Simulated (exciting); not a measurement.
# AlN (Fm-3m) in exciting: notebook

One crystal, AlN, is run at these levels: PBE; tasks: single point.

Program: exciting (release sodium). These are calculated values, not measurements. Logs are shortened: lines on timing, memory, paths and dates and some standing lists are left out, and cuts for length are marked.

**1. The structure**

It takes space group Fm-3m (No. 225, cubic). The conventional cell has a = 4.069 Å, b = 4.069 Å, c = 4.069 Å, α = 90.00°, β = 90.00°, γ = 90.00°. Al (site symmetry m-3m) is surrounded by 6 N at 2.03 Å. N (site symmetry m-3m) has 6 Al at 2.03 Å as nearest neighbours.

Measurements of this composition are mostly on another form, of space group No. 186.

**2. Single point, PBE**

The input, input.xml:

```xml
<input>
  <title>AlN</title>
  <structure speciespath="./" tshift="false">
    <crystal scale="1">
      <basevect>5.437201169510 0.000000000000 0.000000000000</basevect>
      <basevect>2.718600584755 4.708754338359 0.000000000000</basevect>
      <basevect>2.718600584755 1.569584779516 4.439456164772</basevect>
    </crystal>
    <species speciesfile="Al.xml" rmt="2">
      <atom coord="0.500000000000 0.500000000000 0.500000000000"/>
    </species>
    <species speciesfile="N.xml" rmt="1.45">
      <atom coord="0.000000000000 0.000000000000 0.000000000000"/>
    </species>
  </structure>
  <groundstate do="fromscratch" ngridk="11 11 11" rgkmax="7.5" gmaxvr="14" lmaxapw="10" lmaxmat="10" lmaxvr="8" xctype="GGA_PBE" stype="Gaussian" swidth="0.00073499" nempty="10" ValenceRelativity="iora*" epsengy="1e-05" epspot="1e-05" maxscl="60" tforce="true" outputlevel="normal"/>
</input>
```

Potentials or basis: all-electron LAPW+lo, shipped species files, valence relativity iora*.

Launch:

```
> OMP_NUM_THREADS=1 exciting_smp
```

INFO.OUT:

```text
================================================================================
EXCITING SODIUM started
[... 10 lines left out ...]

 Lattice vectors (cartesian) :
      5.4372011695      0.0000000000      0.0000000000
      2.7186005848      4.7087543384      0.0000000000
      2.7186005848      1.5695847795      4.4394561648

 Reciprocal lattice vectors (cartesian) :
      1.1555918406     -0.6671812602     -0.4717683934
      0.0000000000      1.3343625205     -0.4717683934
      0.0000000000      0.0000000000      1.4153051802

 Unit cell volume                           :     113.6609304926
 Brillouin zone volume                      :       2.1823700753

 Species :    1 (Al)
     parameters loaded from                 :    Al.xml
     name                                   :    aluminium
     nuclear charge                         :     -13.00000000
     electronic charge                      :      13.00000000
     atomic mass                            :   49184.33493000
     muffin-tin radius                      :       2.00000000
     # of radial points in muffin-tin       :     300

     atomic positions (lattice) :
       1 :   0.50000000  0.50000000  0.50000000

 Species :    2 (N)
     parameters loaded from                 :    N.xml
     name                                   :    nitrogen
     nuclear charge                         :      -7.00000000
     electronic charge                      :       7.00000000
     atomic mass                            :   25532.72506000
     muffin-tin radius                      :       1.45000000
     # of radial points in muffin-tin       :     250

     atomic positions (lattice) :
       1 :   0.00000000  0.00000000  0.00000000

 Total number of atoms per unit cell        :       2

 Spin treatment                             :    spin-unpolarised

 Number of Bravais lattice symmetries       :      48
 Number of crystal symmetries               :      48

 k-point grid                               :      11   11   11
 Total number of k-points                   :      56
 k-point set is reduced with crystal symmetries

 R^MT_min * |G+k|_max (rgkmax)              :       7.50000000
 Species with R^MT_min                      :       2 (N)
 Maximum |G+k| for APW functions            :       5.17241379
 Maximum |G| for potential and density      :      14.00000000

 G-vector grid sizes                        :      25    25    25
 Total number of G-vectors                  :    5209

 Maximum angular momentum used for
     APW functions                          :      10
     computing H and O matrix elements      :      10
     potential and density                  :       8
     inner part of muffin-tin               :       2

 Total nuclear charge                       :     -20.00000000
 Total electronic charge                    :      20.00000000
 Total core charge                          :       6.00000000
 Total valence charge                       :      14.00000000

 Number of empty states                     :      10
 Total number of valence states             :      18

 Maximum Hamiltonian size                   :     294
 Maximum number of plane-waves              :     283
 Total number of local-orbitals             :      11

 Exchange-correlation type                  :      20
     Perdew-Burke-Ernzerhof, Phys. Rev. Lett. 77, 3865 (1996)
     Generalised gradient approximation (GGA)

 Smearing scheme                            :    Gaussian
 Smearing width                             :       0.00073499

 Using multisecant Broyden potential mixing
[... 16 lines left out ...]
+ SCF iteration number :    1                                                  +
++++++++++++++++++++++++++++++++++++++++++++++++++++++++++++++++++++++++++++++++
 Total energy                               :      -298.61948528
 _______________________________________________________________
 Fermi energy                               :         0.37671870
 Kinetic energy                             :       298.09802029
 Coulomb energy                             :      -570.84869122
 Exchange energy                            :       -25.11432149
 Correlation energy                         :        -0.75449286
[... 475 lines left out ...]
 RMS change in effective potential (target) :  0.137870E-06  ( 0.100000E-04)
 Absolute change in total energy   (target) :  0.276228E-05  ( 0.100000E-04)
 Charge distance                   (target) :  0.164801E-07  ( 0.100000E-04)
 Abs. change in max-nonIBS-force   (target) :   0.00000      ( 0.500000E-04)

++++++++++++++++++++++++++++++++++++++++++++++++++++++++++++++++++++++++++++++++
| Convergency criteria checked for the last 2 iterations                       +
| Convergence targets achieved. Performing final SCF iteration                 +
++++++++++++++++++++++++++++++++++++++++++++++++++++++++++++++++++++++++++++++++
 Total energy                               :      -297.67167222
 _______________________________________________________________
 Fermi energy                               :         0.43586519
 Kinetic energy                             :       297.96781575
 Coulomb energy                             :      -569.98574332
 Exchange energy                            :       -24.88681962
 Correlation energy                         :        -0.76692503

 DOS at Fermi energy (states/Ha/cell)       :         0.00000000

 Electron charges :
     core                                   :         6.00000000
     core leakage                           :         0.00135706
     valence                                :        14.00000000
     interstitial                           :         3.42733205
     charge in muffin-tin spheres :
                  atom     1    Al          :        11.00078517
                  atom     2     N          :         5.57188279
     total charge in muffin-tins            :        16.57266795
     total charge                           :        20.00000000

 Estimated fundamental gap                  :         0.16799003
        valence-band maximum at    1      0.0000  0.0000  0.0000
     conduction-band minimum at   35      0.4545  0.4545  0.0000

++++++++++++++++++++++++++++++++++++++++++++++++++++++++++++++++++++++++++++++++
+ Self-consistent loop stopped                                                 +
++++++++++++++++++++++++++++++++++++++++++++++++++++++++++++++++++++++++++++++++
 STATE.OUT is written

--------------------------------------------------------------------------------
- Writing atomic positions and forces                                          -
--------------------------------------------------------------------------------

 Atomic positions (lattice) :
 atom     1  Al  :     0.50000000    0.50000000    0.50000000
 atom     2   N  :     0.00000000    0.00000000    0.00000000

 Total atomic forces including IBS (cartesian) :
 atom     1  Al  :     0.00000000    0.00000000   -0.00000000
 atom     2   N  :    -0.00000000    0.00000000    0.00000000

 Atomic force components including IBS (cartesian) :
 atom     1  Al  :     0.00000000    0.00000000   -0.00000000   HF force
                 :     0.00000000    0.00000000    0.00000000   core correction
                 :    -0.00000000   -0.00000000    0.00000000   IBS correction
 atom     2   N  :    -0.00000000    0.00000000    0.00000000   HF force
                 :    -0.00000000   -0.00000000   -0.00000000   core correction
                 :     0.00000000    0.00000000    0.00000000   IBS correction

********************************************************************************
[... 7 lines left out ...]
| EXCITING SODIUM stopped                                                      =
================================================================================
```

WARNINGS.OUT:

```text
Inversion symmetry is present. Consider using input%groundstate%solver%type = "inversionsymmetry"
```

Run time: 70 s. Hardware: 1 thread of Intel Xeon Platinum 8488C (Sapphire Rapids), shared host; peak memory 0.12 GiB.

What came out:

```yaml
Free_energy: -8100.0588 eV
Band_gap_on_the_k_mesh: 4.57 eV, indirect (least direct gap 5.42 eV)
All_electrons_inside_the_program's_atomic_spheres: Al 11.00; N 5.57 (radii Al 2.0, N 1.45 bohr)
```

Caveat: an odd mesh through Γ misses points on the zone boundary, where band edges often lie.

**3. Single point, PBE**

The input, input.xml:

```xml
<input>
  <title>AlN</title>
  <structure speciespath="./" tshift="false">
    <crystal scale="1">
      <basevect>0.000000000000 3.844681815621 3.844681815621</basevect>
      <basevect>3.844681815621 0.000000000000 3.844681815621</basevect>
      <basevect>3.844681815621 3.844681815621 0.000000000000</basevect>
    </crystal>
    <species speciesfile="Al.xml" rmt="2">
      <atom coord="0.500000000000 0.500000000000 0.500000000000"/>
    </species>
    <species speciesfile="N.xml" rmt="1.45">
      <atom coord="0.000000000000 0.000000000000 0.000000000000"/>
    </species>
  </structure>
  <groundstate do="fromscratch" ngridk="11 11 11" rgkmax="7.5" gmaxvr="14" lmaxapw="10" lmaxmat="10" lmaxvr="8" xctype="GGA_PBE" stype="Gaussian" swidth="0.00183747" nempty="10" ValenceRelativity="iora*" epsengy="1e-05" epspot="1e-05" maxscl="60" tforce="true" outputlevel="high"/>
</input>
```

Potentials or basis: all-electron LAPW+lo, shipped species files, valence relativity iora*.

Launch:

```
> OMP_NUM_THREADS=1 exciting_smp
```

It took 69 s on 1 thread of Intel Xeon Platinum 8488C (Sapphire Rapids), shared host; peak memory 0.12 GiB.

It converged, with:

```yaml
Free_energy: -8100.0591 eV
Band_gap_on_the_k_mesh: 4.57 eV, indirect (least direct gap 5.42 eV)
All_electrons_inside_the_program's_atomic_spheres: Al 11.00; N 5.57 (radii Al 2.0, N 1.45 bohr)
```

Levels at points of the mesh, in eV from the valence-band top:
```csv
k point,band 4,band 5,band 6,band 7,band 8,band 9,band 10,band 11
"(0.00, 0.00, 0.00)",-17.37,0.00,0.00,0.00,5.42,12.11,12.11,12.11
```

Caveat: an odd mesh through Γ misses points on the zone boundary, where band edges often lie. Expect the measured gap to be larger: semilocal functionals such as PBE lack the derivative discontinuity.
